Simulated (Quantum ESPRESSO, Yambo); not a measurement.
Planning a run of Yambo 5.3.0 on BN (P6_3mc). The input:

```
optics
bss
bse
em1s
dipoles
rim_cut
RandQpts= 1000000
RandGvec= 1 RL
Chimod= "HARTREE"
BSKmod= "SEX"
BSEmod= "resonant"
BSSmod= "d"
BSENGexx= 20 Ry
BSENGBlk= 4 Ry
% BSEQptR
 1 | 1 |
%
% BSEBands
 6 | 9 |
%
% BEnRange
 0 | 12 | eV
%
% BDmRange
 0.1 | 0.1 | eV
%
BEnSteps= 121
% BLongDir
 1 | 0 | 0 |
%
% BndsRnXs
 1 | 16 |
%
NGsBlkXs= 4 Ry
% LongDrXs
 1 | 1 | 1 |
%
% KfnQP_E
 1.75 | 1.0 | 1.0 |
%
WRbsWF
FFTGvecs= 32 Ry
```

The database entry behind the starting cell has ideal inner coordinates that were not refined, so it need not match the best structure at ambient conditions.

```sh
OMP_NUM_THREADS=1 mpirun -n 4 yambo -F bse12.in -J bse12 -C bse12 > bse12.log
```

The stored states that it reads are on a 12×12×8 mesh. The structure is hexagonal, space group P6_3mc (No. 186). Conventional cell: a = 2.536 Å, b = 2.536 Å, c = 4.199 Å, α = 90.00°, β = 90.00°, γ = 120.00°. Nearest to B lie 4 N at 1.56 to 1.57 Å. N has 4 B at 1.56 to 1.57 Å nearest. Farther neighbours and most contacts between anions are not listed.

Question: How long will it take on 4 MPI ranks of Arm Neoverse V1, shared host, and how much memory?

It took 3.5 min; on shared hardware allow 1.8 min to 7.1 min. Peak host memory was 2.1 GiB.

The kernel grows as the square of the matrix size, and full diagonalisation as its cube.

[Paths, hosts, dates, memory and timing lines, banners, echoed tables and standing remarks are left out of the program output.]

[Logs are printed without paths, hosts, clocks, repeated set-up lines and the standing remarks that a program may print on its own settings, such as how far it seeks lower states.]

[Runs of the session that timed out or met a known fault of the program may be left out.]

[Hosts, paths, dates, database ids (printed as entryN), source tags and the programs' standing remarks are cut or masked in the printed files.]
